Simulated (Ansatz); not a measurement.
Si2Mo:

```xyz
3
Lattice="-1.6000 1.6000 3.9305 1.6000 -1.6000 3.9305 1.6000 1.6000 -3.9305" Properties=species:S:1:pos:R:3 pbc="T T T"
Mo    0.0000    0.0000    0.0000
Si    0.0000    0.0000    5.2433
Si    0.0000    0.0000    2.6177
```

Base run:

```yaml
Program: Ansatz 0.2.0
Functional: PBEsol
Potentials_or_basis: Ansatz PAW
Cutoff: 420 eV
Density_cutoff: 1680 eV
k_mesh: 9 × 9 × 9
Occupations: fermi-dirac, width 0.05 eV
Spin: spin-orbit coupling, no magnetisation
```

Its results: band gap on the k mesh none (metal or under the smearing width); pressure -2.7 GPa; largest force 0.353 eV/Å.

Q: After a change of settings the same cell gave: band gap on the k mesh none (metal or under the smearing width); pressure -1.4 GPa; largest force 0.383 eV/Å. Which change was it?
A. k mesh from 9 × 9 × 9 to 12 × 12 × 12; spin from spin-orbit coupling, no magnetisation to no spin polarisation; potential files from those of the base run to others of the same set
B. k mesh from 9 × 9 × 9 to 12 × 12 × 12
C. functional from PBEsol to r2SCAN; cutoff from 420 eV to 500 eV; density cutoff from 1680 eV to 2000 eV

A: C.

Caveats: the PAW data sets come from PBE, with cores solved anew for the run's functional, which leaves a small shift of forces and pressure.

Not every run made on this cell is shown here.
